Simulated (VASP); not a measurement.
Write the native input for VASP 6.6.1 that does the following.

- Task: single point
- Functional: RPBE
- Potentials or basis: VASP PAW PBE potentials, release 54 (Hf_pv)
- Cutoff: 520 eV
- k mesh: 10 × 10 × 10
- Occupations: gaussian, width 0.02 eV
- Spin: no spin polarisation
- Further INCAR settings: ALGO = Normal; EDIFF = 1e-06

The structure of Hf lies in POSCAR:

```
Hf
1.0
    0.0000000000      2.2200000000      2.2200000000
    2.2200000000      0.0000000000      2.2200000000
    2.2200000000      2.2200000000      0.0000000000
Hf
1
Cartesian
    0.0000000000      0.0000000000      0.0000000000
```

This isn't the form of Hf at room conditions, which is hcp.

The input as run:

INCAR

```
PREC = Accurate
ENCUT = 520
EDIFF = 1E-6
ISMEAR = 0
SIGMA = 0.02
LREAL = False
LASPH = True
NELM = 100
ALGO = Normal
ISIF = 2
LWAVE = False
LCHARG = True
GGA = RP
LELF = True
LVHAR = True
```

KPOINTS

```
Automatic mesh
0
Gamma
  10 10 10
```

Potentials or basis: VASP PAW PBE potentials, release 54 (Hf_pv).

Run with:

```console
$ cat potpaw_PBE.54/Hf_pv/POTCAR > POTCAR
$ mpirun -np 1 vasp_std > vasp.out
```

It gave:

```json
{
 "Pressure": "5.3 GPa",
 "Band gap on the k mesh": "none (metal or under the smearing width)"
}
```

Caveat: the PAW data sets were made with another functional, which shifts forces and pressure a little.

It took 5.1 s on 1 thread of AMD EPYC 9R45 (Zen 5), on a shared host, peak memory 0.11 GiB.
